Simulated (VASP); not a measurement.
# Ti (P6_3/mmc) in VASP: a series of runs

One crystal, Ti, is run at these levels: PBE; tasks: relaxation of cell and atoms.

Program: VASP 6.6.1. These are calculated values, not measurements. Logs are shortened: lines on timing, memory, paths and dates and some standing lists are left out, and cuts for length are marked.

**1. The structure**

It takes space group P6_3/mmc (No. 194, hexagonal). Conventional cell: a = 2.950 Å, b = 2.950 Å, c = 4.680 Å, α = 90.00°, β = 90.00°, γ = 120.00°. Ti (site symmetry -6m2) is surrounded by 12 Ti at 2.89 to 2.95 Å.

**2. Relaxation of cell and atoms, PBE**

INCAR

```
  ALGO = Fast
  EDIFF = 1E-7
  EDIFFG = -0.002
  ENCUT = 520
  GGA = PE
  IBRION = 2
  ISIF = 3
  ISMEAR = 0
  LASPH = True
  LCHARG = False
  LREAL = False
  LWAVE = False
  NELM = 60
  NSW = 80
  PREC = Accurate
  SIGMA = 1.0
```

KPOINTS

```
k-points
0
Gamma
  18 18 10
```

POSCAR

```
Ti
1.0
    2.9500000000      0.0000000000      0.0000000000
   -1.4750000000      2.5547749400      0.0000000000
    0.0000000000      0.0000000000      4.6800000000
Ti
2
Direct
    0.3333333300      0.6666666700      0.2500000000
    0.6666666700      0.3333333300      0.7500000000
```

Potentials or basis: VASP PAW PBE potentials, release 64 (Ti_sv).

On the command line:

```console
$ cat potpaw_PBE.64/Ti_sv/POTCAR > POTCAR
$ mpirun -np 1 vasp_std > vasp.out
```

OUTCAR:

```text
EDIFF = 1E-7
   EDIFFG = -0.002
   ENCUT = 520
   GGA = PE
   IBRION = 2
   ISIF = 3
   ISMEAR = 0
   LASPH = True
   LREAL = False
   NELM = 60
   NSW = 80
   PREC = Accurate

 ion  position               nearest neighbor table
   1  0.333  0.667  0.250-   2 2.89   2 2.89   2 2.89   2 2.89   2 2.89   2 2.89
   2  0.667  0.333  0.750-   1 2.89   1 2.89   1 2.89   1 2.89   1 2.89   1 2.89

  LATTYP: Found a hexagonal cell.
 ALAT       =     2.9500000000
 C/A-ratio  =     1.5864406780

  Lattice vectors:

 A1 = (   2.9500000000,   0.0000000000,   0.0000000000)
 A2 = (  -1.4750000000,   2.5547749400,   0.0000000000)
 A3 = (   0.0000000000,   0.0000000000,   4.6800000000)

Analysis of symmetry for initial positions (statically):
=====================================================================
 Subroutine PRICEL returns:
 Original cell was already a primitive cell.

 Routine SETGRP: Setting up the symmetry group for a
 hexagonal supercell.

 Subroutine GETGRP returns: Found 24 space group operations
 (whereof 12 operations were pure point group operations)
 out of a pool of 24 trial point group operations.

The static configuration has the point symmetry D_3d.
 The point group associated with its full space group is D_6h.

Analysis of symmetry for dynamics (positions and initial velocities):
=====================================================================
 Subroutine PRICEL returns:
 Original cell was already a primitive cell.

 Routine SETGRP: Setting up the symmetry group for a
 hexagonal supercell.

 Subroutine GETGRP returns: Found 24 space group operations
 (whereof 12 operations were pure point group operations)
 out of a pool of 24 trial point group operations.

The dynamic configuration has the point symmetry D_3d.
 The point group associated with its full space group is D_6h.

 Subroutine INISYM returns: Found 24 space group operations
 (whereof 12 operations are pure point group operations),
 and found     1 'primitive' translations

----------------------------------------------------------------------------------------

                                     Primitive cell

  volume of cell :      35.2712

  direct lattice vectors                    reciprocal lattice vectors
     2.950000000  0.000000000  0.000000000     0.338983051  0.195711956  0.000000000
    -1.475000000  2.554774940  0.000000000     0.000000000  0.391423911  0.000000000
     0.000000000  0.000000000  4.680000000     0.000000000  0.000000000  0.213675214

  length of vectors
     2.950000000  2.949999999  4.680000000     0.391423911  0.391423911  0.213675214

  position of ions in fractional coordinates (direct lattice)
     0.333333330  0.666666670  0.250000000
     0.666666670  0.333333330  0.750000000

  ion indices of the primitive-cell ions
   primitive index   ion index
                 1           1
                 2           2

----------------------------------------------------------------------------------------

 KPOINTS: k-points

Automatic generation of k-mesh.
 Grid dimensions read from file:
 generate k-points for:   18   18   10

 Generating k-lattice:

  Cartesian coordinates                     Fractional coordinates (reciprocal lattice)
     0.018832392  0.010872886  0.000000000     0.055555556  0.000000000  0.000000000
     0.000000000  0.021745773  0.000000000     0.000000000  0.055555556  0.000000000
     0.000000000  0.000000000  0.021367521     0.000000000  0.000000000  0.100000000

  Length of vectors
     0.021745773  0.021745773  0.021367521

  Shift w.r.t. Gamma in fractional coordinates (k-lattice)
     0.000000000  0.000000000  0.000000000

 Subroutine IBZKPT returns following result:
 ===========================================

 Found    222 irreducible k-points:

 Following reciprocal coordinates:
            Coordinates               Weight
  0.000000  0.000000  0.000000      1.000000
  0.055556 -0.000000  0.000000      6.000000
  0.111111 -0.000000  0.000000      6.000000
  0.166667  0.000000  0.000000      6.000000
  0.222222 -0.000000  0.000000      6.000000
  0.277778  0.000000  0.000000      6.000000
[... 16 lines left out ...]
  0.333333  0.111111  0.000000     12.000000
  0.388889  0.111111  0.000000     12.000000
 [... further k-points ...]
   k-points           NKPTS =    222   k-points in BZ     NKDIM =    222   number of bands    NBANDS=     16
   number of dos      NEDOS =    301   number of ions     NIONS =      2
   total plane-waves  NPLWV =  20736
   dimension x,y,z NGX =    24 NGY =   24 NGZ =   36
   dimension x,y,z NGXF=    48 NGYF=   48 NGZF=   72
   ions per type =               2
   NGX,Y,Z   is equivalent  to a cutoff of  13.53, 13.53, 12.79 a.u.
   NGXF,Y,Z  is equivalent  to a cutoff of  27.05, 27.05, 25.58 a.u.
 SYSTEM =  unknown system
   PREC   = accura    normal or accurate (medium, high low for compatibility)
   ISTART =      0    job   : 0-new  1-cont  2-samecut
   ICHARG =      2    charge: 1-file 2-atom 10-const
   ISPIN  =      1    spin polarized calculation?
   LNONCOLLINEAR =      F non collinear calculations
   LSORBIT =      F    spin-orbit coupling
   LASPH  =      T    aspherical Exc in radial PAW
   ENCUT  =  520.0 eV  38.22 Ry    6.18 a.u.   5.49  5.49  8.70*2*pi/ulx,y,z
   NELM   =     60;   NELMIN=  2; NELMDL= -5     # of ELM steps
   EDIFF  = 0.1E-06   stopping-criterion for ELM
   LREAL  =      F    real-space projection
   EDIFFG = -.2E-02   stopping-criterion for IOM
   NSW    =     80    number of steps for IOM
   IBRION =      2    ionic relax: 0-MD 1-quasi-New 2-CG
   NFREE  =      1    steps in history (QN), initial steepest desc. (CG)
   ISIF   =      3    stress and relaxation
   ISYM   =      2    0-nonsym 1-usesym 2-fastsym
   POTIM  = 0.5000    time-step for ionic-motion
   TEBEG  =    0.0;   TEEND  =   0.0 temperature during run
   PSTRESS=    0.0 pullay stress
   NELECT =      24.0000    total number of electrons
   NUPDOWN=      -1.0000    fix difference up-down
   EMIN   =  10.00;   EMAX   =-10.00  energy-range for DOS
   EFERMI =   0.00;   METHOD = LEGACY
   ISMEAR =     0;   SIGMA  =   1.00  broadening in eV -4-tet -1-fermi 0-gaus
   EFERMI_NEDOS =   21; number of points for ismear=-14 and -15
   IALGO  =     68    algorithm
   IMIX   =      4    mixing-type and parameters
     AMIX     =   0.40;   BMIX     =  1.00
     AMIX_MAG =   1.60;   BMIX_MAG =  1.00
  volume/ion in A,a.u.               =      17.64       119.01
  Fermi-wavevector in a.u.,A,eV,Ry     =   1.439920  2.721055 28.209912  2.073370
  Thomas-Fermi vector in A             =   2.558722
   LORBIT       =      0    0 simple, 1 ext, 2 COOP (PROOUT), +10 PAW based schemes
   GGA     = PE    functional components
   LHFCALC =     F    Hartree Fock is set to
   AEXX    =    0.0000 exact exchange contribution
   IVDW    =     0    specifies the selected vdW correction
   LEPSILON=     F    determine dielectric tensor
   LRPA    =     F    only Hartree local field effects (RPA)
 conjugate gradient relaxation of ions
 non-spin polarized calculation
 RMM-DIIS sequential band-by-band and
 Gauss-broadening in eV      SIGMA  =   1.00
  energy-cutoff  :      520.00
  volume of cell :       35.27
 maximum number of plane-waves:       976
 NGX is ok and might be reduce to    24
   NGX = 11   NGY = 11   NGZ = 17

--------------------------------------- Ionic step        1  -------------------------------------------

 number of electron      24.0000002 magnetization

 Free energy of the ion-electron system (eV)
  ---------------------------------------------------
  ext. energy  EPLUGINS =         0.00000000
  ---------------------------------------------------
  free energy    TOTEN  =       -16.39116569 eV

  energy without entropy =      -14.82061520  energy(sigma->0) =      -15.60589044

------------------------ aborting loop because EDIFF is reached ----------------------------------------

  FORCE on cell =-STRESS in cart. coord.  units (eV):
  Direction    XX          YY          ZZ          XY          YZ          ZX
  --------------------------------------------------------------------------------------
  -------------------------------------------------------------------------------------
  Total        0.3490829      0.3490829      0.7776822     -0.0000000      0.0000000      0.0000000
  in kB       15.8569112     15.8569112     35.3258162     -0.0000000      0.0000000      0.0000000
  external PRESSURE =      22.3465462 kB  Pullay stress =       0.0000000 kB
[... 89 lines left out ...]
  FREE ENERGIE OF THE ION-ELECTRON SYSTEM (eV)
  ---------------------------------------------------
  free  energy   TOTEN  =       -16.3983734671 eV

  energy  without entropy=      -14.7808047953  energy(sigma->0) =      -15.58958913

[... ionic steps 4 to 13 ...]

--------------------------------------- Ionic step       14  -------------------------------------------

 number of electron      23.9999995 magnetization

------------------------ aborting loop because EDIFF is reached ----------------------------------------

  FORCE on cell =-STRESS in cart. coord.  units (eV):
  Direction    XX          YY          ZZ          XY          YZ          ZX
  --------------------------------------------------------------------------------------
  -------------------------------------------------------------------------------------
  Total        0.0063884      0.0063884      0.0016542      0.0000000      0.0000000      0.0000000
  in kB        0.2837166      0.2837166      0.0734666      0.0000000      0.0000000      0.0000000
  external PRESSURE =       0.2136332 kB  Pullay stress =       0.0000000 kB
[... 57 lines left out ...]
  energy  without entropy=      -14.7816011235  energy(sigma->0) =      -15.59071643

--------------------------------------- Ionic step       16  -------------------------------------------

 number of electron      23.9999995 magnetization

 Free energy of the ion-electron system (eV)
  ---------------------------------------------------
  ext. energy  EPLUGINS =         0.00000000
  ---------------------------------------------------
  free energy    TOTEN  =       -16.39983208 eV

  energy without entropy =      -14.78151357  energy(sigma->0) =      -15.59067283

 E-fermi :   7.8807     XC(G=0): -11.3081

 val. band max:        7.8776492321   @ k =   0.1111  -0.0000   0.5000
 cond. band min:       7.9038627411   @ k =   0.0000   0.0000   0.4000
 fundamental gap:      0.0262135091
 Fermi energy:         7.8807119152

 k-point     1 :       0.0000    0.0000    0.0000
  band No.  band energies     occupation
      1     -48.8287      2.00000
      2     -48.7208      2.00000
      3     -25.3366      2.00000
      4     -24.8153      2.00000
      5     -24.8153      2.00000
      6     -24.7355      2.00000
[... 8 lines left out ...]
     15       9.2247      0.05735
     16       9.2247      0.05735
[... 420 lines left out ...]
  band No.  band energies     occupation
      1     -48.7249      2.00000
      2     -48.6896      2.00000
      3     -25.2375      2.00000
      4     -25.1425      2.00000
      5     -25.0689      2.00000
      6     -24.9703      2.00000
[... 8 lines left out ...]
     15       9.0576      0.09604
     16      10.9914      0.00001

 [... further k-points ...]

------------------------ aborting loop because EDIFF is reached ----------------------------------------

  FORCE on cell =-STRESS in cart. coord.  units (eV):
  Direction    XX          YY          ZZ          XY          YZ          ZX
  --------------------------------------------------------------------------------------
  -------------------------------------------------------------------------------------
  Total        0.0016973      0.0016973      0.0000563     -0.0000000      0.0000000      0.0000000
  in kB        0.0753708      0.0753708      0.0024986     -0.0000000      0.0000000      0.0000000
  external PRESSURE =       0.0510801 kB  Pullay stress =       0.0000000 kB
[... 17 lines left out ...]
  FREE ENERGIE OF THE ION-ELECTRON SYSTEM (eV)
  ---------------------------------------------------
  free  energy   TOTEN  =       -16.3998320775 eV

  energy  without entropy=      -14.7815135750  energy(sigma->0) =      -15.59067283

 reached required accuracy - stopping structural energy minimisation
```

Wall time 14 min (1 thread of Intel Xeon 6975P-C (Granite Rapids), shared host); peak memory 0.27 GiB.

Results:

| Quantity | Value |
| --- | --- |
| Free energy | -16.3998 eV |
| Relaxed volume | 18.04 Å³/atom |
| Relaxed cell | a = 2.951 Å, b = 2.951 Å, c = 4.785 Å, α = 90.00°, β = 90.00°, γ = 120.00° |
| Space group after relaxing (to 0.05 Å) | P6_3/mmc (No. 194) |
| Energy gained by relaxing | 4.3 meV/atom |
| Ionic steps | 16 |
| Pressure after relaxing | 0.0 GPa |
| Band gap on the k mesh | none (metal or under the smearing width) |

Step by step:
| step | energy change (eV) | largest force (eV/Å) | pressure (GPa) | volume (Å³) |
| --- | --- | --- | --- | --- |
| 1 | 0.0000 | 0.0000 | 2.23 | 35.27 |
| 2 | -0.0061 | 0.0000 | -0.99 | 36.54 |
| 3 | -0.0072 | 0.0000 | -0.30 | 36.18 |
| 4 | -0.0072 | 0.0000 | -0.22 | 36.16 |
| 5 | -0.0083 | 0.0000 | -0.11 | 36.11 |
| 6 | -0.0087 | 0.0000 | 0.02 | 36.07 |
| 7 | -0.0087 | 0.0000 | 0.04 | 36.06 |
| 8 | -0.0087 | 0.0000 | 0.04 | 36.06 |
| 9 | -0.0087 | 0.0000 | -0.01 | 36.08 |
| 10 | -0.0087 | 0.0000 | -0.01 | 36.08 |
| 11 | -0.0087 | 0.0000 | 0.02 | 36.07 |
| 12 | -0.0087 | 0.0000 | 0.03 | 36.07 |
| 13 | -0.0087 | 0.0000 | 0.02 | 36.08 |
| 14 | -0.0087 | 0.0000 | 0.02 | 36.08 |
| 15 | -0.0087 | 0.0000 | 0.01 | 36.08 |
| 16 | -0.0087 | 0.0000 | 0.01 | 36.08 |

Final structure:
```
Ti
1.0
     2.95080    0.00000    0.00000
    -1.47540    2.55547    0.00000
     0.00000    0.00000    4.78469
Ti
2
Direct
  0.33333 0.66667 0.25000
  0.66667 0.33333 0.75000
```

**3. Relaxation of cell and atoms, PBE**

This run uses another cell than the first one, of 18.04 Å³/atom, 1.023 times its volume.

INCAR is that of step 2.

KPOINTS is that of step 2.

POSCAR

```
Ti                                      
1.0
    2.9507986524      0.0000000000     -0.0000000000
   -1.4753993262      2.5554665933     -0.0000000000
   -0.0000000000      0.0000000000      4.7846872705
  Ti            
     2
Direct
     0.3333333300000021    0.6666666699999979    0.2500000000000000
     0.6666666699999979    0.3333333300000021    0.7500000000000000
```

Potentials or basis: VASP PAW PBE potentials, release 64 (Ti_sv).

On the command line:

```console
$ cat potpaw_PBE.64/Ti_sv/POTCAR > POTCAR
$ mpirun -np 1 vasp_std > vasp.out
```

Run time: 2.6 min. Hardware: 1 thread of Intel Xeon 6975P-C (Granite Rapids), shared host; peak memory 0.24 GiB.

The run converged. Its results:

| Item | Value |
| --- | --- |
| Free energy | -16.4002 eV |
| Pressure after relaxing | 0.0 GPa |
| Band gap on the k mesh | none (metal or under the smearing width) |

Final structure:
```
Ti
1.0
     2.95080    0.00000    0.00000
    -1.47540    2.55547    0.00000
     0.00000    0.00000    4.78469
Ti
2
Direct
  0.33333 0.66667 0.25000
  0.66667 0.33333 0.75000
```

Levels at points of the mesh, in eV from the Fermi level:
```tsv
k point	band 8	band 9	band 10	band 11	band 12	band 13	band 14	band 15	band 16
(0.00, 0.00, 0.00)	-32.62	-6.06	-2.52	0.55	0.89	0.91	0.91	1.34	1.34
(0.50, 0.00, 0.00)	-32.69	-2.19	-1.94	-1.65	-0.48	0.65	0.74	1.18	3.45
(0.00, 0.00, 0.50)	-32.66	-4.30	-4.30	0.14	0.14	0.85	0.85	0.85	0.85
(0.50, 0.00, 0.50)	-32.76	-2.34	-2.34	-0.70	-0.70	1.35	1.35	1.89	1.89
```

Caveat: the relaxation stopped at its first step, so nothing moved.
